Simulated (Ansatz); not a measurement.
# Zn (I4/mmm) in Ansatz: notebook

The runs below take Zn through single point, with PBEsol.

All numbers are computed with Ansatz 0.2.0; they aren't measurements. Logs are shortened: lines on timing, memory, paths and dates and some standing lists are left out, and cuts for length are marked.

### Step 1. The cell of the first run

It takes space group I4/mmm (No. 139, tetragonal). Conventional cell: a = 3.203 Å, b = 3.203 Å, c = 3.013 Å, α = 90.00°, β = 90.00°, γ = 90.00°. Around Zn (site symmetry 4/mmm) lie 10 Zn at 2.72 to 3.01 Å.

This isn't the form of Zn at room conditions, which is hcp.

### Step 2. Single point, PBEsol, 15.45 Å³/atom (strain_z_fixed_volume = -0.04)

File input.yaml:

```yaml
crystal:
  lattice:
    - [-1.6013916823, 1.6013916823, 1.50627552]
    - [1.6013916823, -1.6013916823, 1.50627552]
    - [1.6013916823, 1.6013916823, -1.50627552]
  atoms:
    - { symbol: Zn, position: [0.0, 0.0, 0.0] }
kpoints:
  mp_grid: { grid: [12, 12, 12] }
scf:
  occupations: { method: fermi_dirac, width: 0.05 }
hamiltonian:
  xc: pbesol
  pseudopotentials: { kind: all_electron, lapw: { basis_error: 0.001 } }
output:
  forces: true
  stress: true
  eigenvalues: true
```

Potentials or basis: all-electron LAPW, scalar-relativistic.

The run is started by

```bash
ansatz run input.yaml --threads 1 --pin off --max-ram 3072MiB --backend cpu --events-out ev --progress --plain --runs-dir out
```

The log of the run:

```text
Warning: RAYON_NUM_THREADS=1 ignored (pool sized by the plan → 1); use --threads N
LAPW: plane waves up to 8.139 Å⁻¹, error target 1.0e-3 eV per atom; small_component_spin mean_spin; Zn in spheres of 1.360 Å, 20 of its electrons in bands, Dirac shells [] (how accurate: hamiltonian.pseudopotentials.lapw.basis_error, Limitations)
Engine: ansatz 0.2.0, x86_64-unknown-linux-gnu
Pseudopotentials: kind: all_electron
Pseudopotential: Zn, LAPW, valence charge 20, lapw/all_electron/scalar/gaussian/Zn, Koelling and Harmon's equation, gaussian nucleus
Functional definition: PBEsol
  exchange = pbesol_x
  correlation = pbesol_c
Crystal: 1 atoms, lattice volume = 15.451 Å³
Basis set: ecut = 252.40649587112193 eV, 139 PW (Γ), exchange–correlation at level 2
Bands: 14, of which v1, the nominal top of the filled ones, is band 10 counted from 1 (9 counted from 0)
Symmetry: 16 space group operations
Space group: I4/mmm (ITA 139), of the structure as read, at distance tolerance 2.5e-5 Å
k-points: 163 of 1728
Non-local potential: Zn, projectors of the file, none
Initial density: superposition of atomic densities (chi_scale 0.1, normalization cell)
Initial wavefunctions: plane waves of lowest kinetic energy (no species holds an atomic orbital)
Functional: x = pbesol(κ = 0.804, μ = 0.12345679012345678), c = pbesol(β = 0.046)
iter 1 solved again at ethr=1.50e-4 eV; its pass at ethr=1.00e-1 eV (dr2=3.01e-2 eV) is discarded
SCF iter   1: F=—  HF=-48834.917576 eV  |F-HF|=—  |Δ(HF+E_count)|=         —  Δρ=1.77e-2  dr2=3.02e-2  ethr=1.50e-4  ⟨swp⟩=3.2  Hψ=15892  notcnv=0
preconditioner: auto → none  [metal: Δε(μ)=0.082 eV  Ē_g=16.370 eV  σ=0.050 eV  W_gap=0.38  n_scr=4 (ndim 8)  ℏωp=32.7 eV  f_vac=0.000  D(μ)=0.33/eV (n_scr^D=0)  sad-step TF]
SCF iter   2: F=—  HF=-48834.860348 eV  |F-HF|=—  |Δ(HF+E_count)|=   5.72e-2  Δρ=6.17e-3  dr2=4.79e-3  ethr=1.50e-4  ⟨swp⟩=2.1  Hψ=7086  notcnv=0  defer=1
SCF iter   3: F=—  HF=-48834.802694 eV  |F-HF|=—  |Δ(HF+E_count)|=   5.77e-2  Δρ=6.05e-3  dr2=3.93e-3  ethr=2.39e-5  ⟨swp⟩=2.1  Hψ=6559  notcnv=0
iter 4 solved again at ethr=5.48e-7 eV; its pass at ethr=1.96e-5 eV (dr2=1.10e-4 eV) is discarded
SCF iter   4: F=—  HF=-48834.799790 eV  |F-HF|=—  |Δ(HF+E_count)|=   2.90e-3  Δρ=9.75e-4  dr2=1.10e-4  ethr=5.48e-7  ⟨swp⟩=2.0  Hψ=10987  notcnv=0
SCF iter   5: F=—  HF=-48834.799808 eV  |F-HF|=—  |Δ(HF+E_count)|=   1.77e-5  Δρ=1.88e-5  dr2=3.36e-8  ethr=5.48e-7  ⟨swp⟩=2.0  Hψ=6410  notcnv=0
SCF iter   6: F=-48834.799804 eV  HF=-48834.799804 eV  |F-HF|=5.00e-8  |Δ(HF+E_count)|=   3.65e-6  Δρ=2.28e-6  dr2=4.44e-10  ethr=1.68e-10  ⟨swp⟩=3.1  Hψ=7410  notcnv=0
SCF 1 converged in 6 iterations: F = -48834.799804 eV  dr2 = 4.44e-10
SCF converged after 6 iterations
Free energy (F): -48834.799804 eV
Harris-Foulkes:  -48834.799804 eV  (|F-HF|=5.00e-8)
Internal energy: -48834.796785 eV  (E = F + TS)
E sigma→0 (E₀):  -48834.798294 eV
Entropy (-TS):   -0.003019 eV (-3.019 meV/atom)
Fermi energy:    13.555156 eV
--- Per-component energies (eV) ---
  E_band       = -548.507497
  E_kinetic    = 49726.785721
  E_xc         = -1911.063203
  E_electrostatic = -96650.519303  (all electrons and nuclei)
  E_smearing   = -0.003019  (= −TS)
  E_closure    = 0.000000  (closes the sum)
  E_atoms      = -48833.332136  (free atoms, spherical and without spin; not in F)
  Σ components = -48834.799804   (vs F -48834.799804, Δ=0.00e0)
  Basis errors (estimates in eV, not in F): energy 2.4e-4 per atom: plane waves 2.3e-4 (1.2e-4 summed), levels above the bands 1.4e-85, relativity 1.3e-8, radial functions 5.4e-6, core shells 2.0e-12; eigenvalues (radial functions only) 8.4e-4; not estimated: angular momenta, meshes, grids; target (lapw.basis_error) 1.0e-3; muffin-tin radii Zn 1.360 Å
--- Forces (eV/Å), atoms counted from 1 ---
  atom   1  Zn    -0.00000000     0.00000000     0.00000000
  max |Σ_I F_I| component: 6.41e-31 eV/Å
--- Stress (GPa, compression-positive) ---
       -4.238130      -0.000000      -0.000000
       -0.000000      -4.238130       0.000000
       -0.000000       0.000000      -7.480440
  P = ⅓ Tr σ = -5.3189 GPa (-53.189 kbar)
--- Band table (eV; the first three rows and the last of 163) ---
  k-point 0: bands = ["-112.6739", "-66.9822", "-66.9822", "-66.9781", "3.1653", "5.7450", "5.8606", "5.8606", "6.2568", "6.3640", "31.7094", "31.7094", "33.0790", "34.0334"]
  k-point 1: bands = ["-112.6738", "-66.9836", "-66.9822", "-66.9786", "3.3747", "5.7541", "5.8435", "5.9088", "6.2377", "6.3602", "28.6449", "31.6207", "31.7140", "33.0839"]
  k-point 2: bands = ["-112.6734", "-66.9876", "-66.9820", "-66.9799", "3.9765", "5.7945", "5.7969", "6.0432", "6.1990", "6.3502", "24.6255", "29.7640", "30.4809", "32.0326"]
  k-point 162: bands = ["-112.6701", "-66.9999", "-66.9999", "-66.9932", "5.2588", "5.2662", "6.5636", "6.5636", "6.5917", "17.0555", "17.0555", "18.9421", "20.4036", "21.5501"]
```

Run time: 13 s. Hardware: 1 thread of AMD EPYC 7R43 (Zen 3), shared host; peak memory 0.34 GiB.

Results:

| Item | Value |
| --- | --- |
| Free energy | -48834.7998 eV |
| Pressure | -5.3 GPa |
| Band gap on the k mesh | none (metal or under the smearing width) |

### Step 3. Single point, PBEsol, 15.45 Å³/atom (strain_z_fixed_volume = -0.02)

input.yaml, as its differences from that of step 2:

```diff
@@ -2,5 +2,5 @@
   lattice:
-    - [-1.6013916823, 1.6013916823, 1.50627552]
-    - [1.6013916823, -1.6013916823, 1.50627552]
-    - [1.6013916823, 1.6013916823, -1.50627552]
+    - [-1.584966718, 1.584966718, 1.53765626]
+    - [1.584966718, -1.584966718, 1.53765626]
+    - [1.584966718, 1.584966718, -1.53765626]
   atoms:
```

Potentials or basis: all-electron LAPW, scalar-relativistic.

The run is started by

```bash
ansatz run input.yaml --threads 1 --pin off --max-ram 3072MiB --backend cpu --events-out ev --progress --plain --runs-dir out
```

Run time: 13 s. Hardware: 1 thread of AMD EPYC 7R43 (Zen 3), shared host; peak memory 0.34 GiB.

It converged, with:

```yaml
Free_energy: -48834.7946 eV
Pressure: -5.3 GPa
Band_gap_on_the_k_mesh: none (metal or under the smearing width)
```
